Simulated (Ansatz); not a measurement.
Given:

Starting cell, CsPbI3 (cubic perovskite):

```yaml
crystal:
  lattice:
    - [6.33267, 0.00000, 0.00000]
    - [0.00000, 6.33267, 0.00000]
    - [0.00000, 0.00000, 6.33267]
  atoms:
    - { symbol: Cs, position: [0.00000, 0.00000, 0.00000] }
    - { symbol: Pb, position: [0.50000, 0.50000, 0.50000] }
    - { symbol: I, position: [0.00000, 0.50000, 0.50000] }
    - { symbol: I, position: [0.50000, 0.50000, 0.00000] }
    - { symbol: I, position: [0.50000, 0.00000, 0.50000] }
```

Scan: atom 1 (Cs, nearest neighbour I at 4.478 Å; its periodic images, 6.3 Å or more away, move with it) is displaced along Cartesian z, direction (0.000, 0.000, 1.000) in Cartesian axes, by s. The other atoms stay.

Calculation: r2SCAN (plane waves to 500 eV, PAW, scalar-relativistic; Ansatz, a quantum-chemistry and plane-wave program). k mesh 4×4×4 (Γ-centred), Fermi-Dirac smearing 0.05 eV. E stands for the smeared free energy. On this mesh the relaxed cell isn't quite at rest: it carries a pressure of 0.1 GPa (compression positive) at the zero of the scan. CsPbI3 was relaxed with its symmetry unable to fall. Spin-orbit coupling is left out, though I and Pb are heavy. This is a high-temperature form of CsPbI3. The zero of ΔE is the undisplaced structure.

The scan covers s from -1.340 to 1.340 Å in 11 points.

Task: Is the energy the same for equal positive and negative displacements?

Result: Even: the same for both signs. With its periodic images moving along, the atom's site symmetry in this cell is m-3m.

Task: What is the energy change at s = 1.340 Å?

Result: 251.6 meV/cell.

Task: What force acts on the atom along the line at s = -1.340 Å?

Result: 0.648 eV/Å.

Task: What is the force constant k = d²E/ds² of this move at s = 0?

Result: 0.03 eV/Å².

(For displaced atoms, the force is minus the slope of the energy, and its curvature is a force constant, which sets phonon frequencies.)
